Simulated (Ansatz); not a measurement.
# Calculated ¹⁷O NMR of the central transition for HfO2

Cell: a computed structure from the Materials Project (it need not be an observed phase), atoms as given.

Space group P2_12_12 (No. 18); a = 5.0803, b = 5.1649, c = 4.8909 Å.

| site | Wyckoff | site symmetry | x | y | z |
| --- | --- | --- | --- | --- | --- |
| Hf | 4c | 1 | 0.2774 | 0.2818 | 0.7279 |
| O5 | 2a | ..2 | 0.5000 | 0.5000 | 0.4244 |
| O7 | 2b | ..2 | 0.5000 | 0.0000 | 0.5109 |
| O9 | 4c | 1 | 0.3132 | 0.6636 | 0.8955 |

One atom of each set is listed.

Level of theory: DFT, PBE, plane waves and PAW (field gradients read without the response of the frozen cores, which leaves them typically 4 to 6 % off), scalar-relativistic, 420 eV cutoff, Γ-centred 4×4×4 k-points, Fermi–Dirac smearing 0.02 eV (Ansatz 0.2.0).

¹⁷O has I = 5/2 and Q = -25.58 mb (Pyykkö 2018); at 14.1 T its Larmor frequency is ν₀ = 81.4 MHz. Only the quadrupole interaction is simulated: positions count from each site's isotropic chemical shift, and J coupling is left out, as are shift anisotropy and dipolar coupling, which fast spinning averages.

(1) Give C_Q, η, the quadrupolar product P_Q = |C_Q|(1 + η²/3)^½, the second-order isotropic shift and the breadth of the pattern (fast magic-angle spinning) for each O site.

Results:

(1) 

| site | first shell | C_Q (MHz) | η | P_Q (MHz) | δ_QIS (ppm) | breadth (kHz) |
| --- | --- | --- | --- | --- | --- | --- |
| O5 | 4 Hf at 2.16–2.18 Å | 1.45 | 0.67 | 1.55 | -2.19 | 0.410 |
| O7 | 4 Hf at 2.13–2.15 Å | 0.719 | 0.60 | 0.761 | -0.525 | 0.0989 |
| O9 | 3 Hf at 1.99–2.25 Å; also 3 Hf at 3.12–3.30 Å | 3.19 | 0.45 | 3.29 | -9.82 | 1.85 |

δ_QIS = −(ν_Q²/30ν₀²)[I(I+1) − 3/4](1 + η²/3) × 10⁶ ppm with ν_Q = 3|C_Q|/[2I(2I−1)]; it falls as 1/B₀² in ppm, and the breadth as 1/B₀ in kHz.

At O9 V_zz stands upright on the plane through its three neighbours (within 10°).

At this cell the PBE pressure is 10 GPa, so with PBE the cell would grow if it were relaxed. The entry's cell may itself be off. Without spin–orbit coupling the gradients at and beside Hf can be off by some per cent, at some sites by more.

Hardware: 1 thread of Intel Xeon Platinum 8259CL CPU @ 2.50GHz (Skylake/Cascade Lake) (x86_64; 16 cores open to the job, memory cap 3.0 GiB, no GPU), a shared host with a load of 0.3 a core. Wall time 36 s, CPU time 36 s, peak memory 0.55 GiB.
